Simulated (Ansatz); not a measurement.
GeTe:
Space group R3m, hexagonal axes (No. 160); a = 4.1624 Å, b = 4.1624 Å, c = 10.4921 Å, α = 90.00°, β = 90.00°, γ = 120.00°

```
atom  site  symmetry       x       y       z
----  ----  --------  ------  ------  ------
Ge      3a        3m  0.0000  0.0000  0.7624
Te      3a        3m  0.0000  0.0000  0.2376
```
(The calculation used a cell of 2 atoms; values per cell refer to that cell.)

This is the PBEsol-relaxed structure.

Task: All from DFT-PBEsol in the program Ansatz with PAW potentials, unless another level is named. Estimate the band gap.

Result: 0.40 eV (indirect).

Task: Give the hole effective mass.

Result: 0.078, 0.11, 1.1 mₑ (principal values).

Task: Give the HSE06 gap on the PBEsol cell.

Result: 0.65 eV.

Task: What about the conduction-band minimum?

Result: at L (3 equivalent valleys).

Task: What about the weight of the valence-edge state by species (Voronoi cells)?

Result: Te 67 %, Ge 33 %.

Symmetry was held in the PBEsol relaxation. Spin–orbit coupling is left out wherever it is not named.

Potentials: the later of the program's two PAW sets.
